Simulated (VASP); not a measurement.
# RbBr (I4/mmm) in VASP: a series of runs, part 2 of 2

VASP 6.6.1.

## 3. Single point, r2SCAN (shear_xy strain +4.8%)

Contents of POSCAR:

```
RbBr
1.0
    0.0832328675      3.4608260907      3.4608260907
    3.4608260907      0.0832328675      3.4608260907
    3.5440589582      3.5440589582      0.0000000000
Rb Br
1 1
Direct
    0.0000000000      0.0000000000      0.0000000000
    0.5000000000      0.5000000000      0.5000000000
```

Contents of INCAR.step1:

```
PREC     = Accurate       # precision mode
ENCUT    = 520            # plane-wave cutoff, eV
ISMEAR   = 0              # smearing method
SIGMA    = 0.01           # smearing width, eV
LREAL    = False          # projectors in reciprocal space
LASPH    = True           # aspherical terms in the spheres
NELM     = 100            # most SCF steps
NBANDS   = 15             # bands
GGA      = PE             # functional
ALGO     = Normal         # electronic algorithm
EDIFF    = 1E-4           # SCF threshold, eV
LWAVE    = True           # write WAVECAR
LCHARG   = False          # write CHGCAR
```

Contents of INCAR.step2:

```
PREC     = Accurate       # precision mode
ENCUT    = 520            # plane-wave cutoff, eV
EDIFF    = 1E-6           # SCF threshold, eV
ISMEAR   = 0              # smearing method
SIGMA    = 0.01           # smearing width, eV
LREAL    = False          # projectors in reciprocal space
LASPH    = True           # aspherical terms in the spheres
NELM     = 100            # most SCF steps
ALGO     = Normal         # electronic algorithm
ISIF     = 2              # what is computed and relaxed
LWAVE    = False          # write WAVECAR
LCHARG   = False          # write CHGCAR
METAGGA  = R2SCAN         # meta-GGA
LMIXTAU  = True         
NBANDS   = 15             # bands
ISTART   = 1
```

Contents of KPOINTS:

```
Automatic mesh
0
Gamma
  6 6 6
```

Potentials or basis: VASP PAW PBE potentials, release 64 (Rb_sv, Br).

Run with:

```console
$ cat potpaw_PBE.64/Rb_sv/POTCAR potpaw_PBE.64/Br/POTCAR > POTCAR
$ cp INCAR.step1 INCAR
$ mpirun -np 1 vasp_std > vasp.out
$ cp INCAR.step2 INCAR
$ mpirun -np 1 vasp_std > vasp.out
```

OUTCAR:

```text
PREC = Accurate
   ENCUT = 520
   EDIFF = 1E-6
   ISMEAR = 0
   LREAL = False
   LASPH = True
   NELM = 100
   ISIF = 2
   METAGGA = R2SCAN
   ISTART = 1

 ion  position               nearest neighbor table
   1  0.000  0.000  0.000-   2 3.46   2 3.46   2 3.46   2 3.46   2 3.46   2 3.46
   2  0.500  0.500  0.500-   1 3.46   1 3.46   1 3.46   1 3.46   1 3.46   1 3.46

  LATTYP: Found a body centered orthorhombic cell.
 ALAT       =     4.7766381444
 B/A-ratio  =     1.0492853118
 C/A-ratio  =     1.4490635405

[... 623 lines left out ...]

  FORCE on cell =-STRESS in cart. coord.  units (eV):
  Direction    XX          YY          ZZ          XY          YZ          ZX
  --------------------------------------------------------------------------------------
  -------------------------------------------------------------------------------------
  Total        0.0217528      0.0217528      0.0170600     -0.0986789      0.0000000      0.0000000
  in kB        0.4206370      0.4206370      0.3298911     -1.9081686      0.0000000      0.0000000
  external PRESSURE =       0.3903884 kB  Pullay stress =       0.0000000 kB

 VOLUME and BASIS-vectors are now :
 -----------------------------------------------------------------------------
  energy-cutoff  :      520.00
  volume of cell :       82.85
      direct lattice vectors                 reciprocal lattice vectors
     0.083232868  3.460826091  3.460826091    -0.148034404  0.148034404  0.144474177
     3.460826091  0.083232868  3.460826091     0.148034404 -0.148034404  0.144474177
     3.544058958  3.544058958  0.000000000     0.141081174  0.141081174 -0.144474177

 POSITION                                       TOTAL-FORCE (eV/Angst)
 -----------------------------------------------------------------------------------
      0.00000      0.00000      0.00000         0.000000      0.000000      0.000000
      3.54406      3.54406      3.46083         0.000000      0.000000      0.000000
 -----------------------------------------------------------------------------------
    total drift:                                0.000000      0.000000      0.000000

  FREE ENERGIE OF THE ION-ELECTRON SYSTEM (eV)
  ---------------------------------------------------
  free  energy   TOTEN  =       -31.1532752738 eV

  energy  without entropy=      -31.1532752738  energy(sigma->0) =      -31.15327527
```

OSZICAR.step1:

```text
N       E                     dE             d eps       ncg     rms          rms(c)
DAV:   1     0.838149309403E+02    0.83815E+02   -0.65317E+03  1380   0.904E+02
DAV:   2    -0.178417038673E+00   -0.83993E+02   -0.76979E+02  1937   0.164E+02
DAV:   3    -0.614078722208E+01   -0.59624E+01   -0.59301E+01  1758   0.451E+01
DAV:   4    -0.633243062874E+01   -0.19164E+00   -0.19160E+00  2112   0.725E+00
DAV:   5    -0.633359722271E+01   -0.11666E-02   -0.11666E-02  1814   0.604E-01    0.277E+00
DAV:   6    -0.611157190119E+01    0.22203E+00   -0.27114E-01  1744   0.236E+00    0.182E+00
DAV:   7    -0.609386761266E+01    0.17704E-01   -0.12638E-01  1828   0.171E+00    0.935E-01
DAV:   8    -0.610592132009E+01   -0.12054E-01   -0.14601E-02  1490   0.700E-01    0.110E-01
DAV:   9    -0.610632361544E+01   -0.40230E-03   -0.66427E-04  1901   0.132E-01    0.701E-02
DAV:  10    -0.610677334978E+01   -0.44973E-03   -0.59414E-04  1450   0.133E-01    0.273E-02
DAV:  11    -0.610677339618E+01   -0.46392E-07   -0.28811E-05  1355   0.297E-02
   1 F= -.61067734E+01 E0= -.61067734E+01  d E =-.605309E-67
```

It took 2 min on 1 thread of Intel Xeon Platinum 8488C (Sapphire Rapids), shared host; peak memory 0.26 GiB.

Results:

| Property | Result |
| --- | --- |
| Free energy | -31.1533 eV |
| Pressure | 0.0 GPa |
| Band gap on the k mesh | 4.85 eV, direct |

Stress tensor (GPa, compression positive):
```
 0.04 -0.19  0.00
-0.19  0.04  0.00
 0.00  0.00  0.03
```

Levels at points of the mesh, in eV from the valence-band top:
| k point | band 6 | band 7 | band 8 | band 9 | band 10 | band 11 |
| --- | --- | --- | --- | --- | --- | --- |
| (0.00, 0.00, 0.00) | -0.08 | -0.04 | 0.00 | 4.85 | 7.64 | 7.83 |
| (0.50, 0.00, 0.00) | -0.96 | -0.42 | -0.37 | 7.18 | 8.19 | 10.01 |
| (0.50, 0.50, 0.00) | -0.52 | -0.25 | -0.15 | 6.05 | 7.80 | 9.52 |
| (0.00, 0.00, 0.50) | -0.97 | -0.36 | -0.30 | 7.17 | 8.04 | 9.90 |
| (0.50, 0.00, 0.50) | -0.52 | -0.20 | -0.20 | 6.05 | 7.78 | 9.52 |

Caveat: the PAW data sets were made with another functional, which shifts forces and pressure a little.
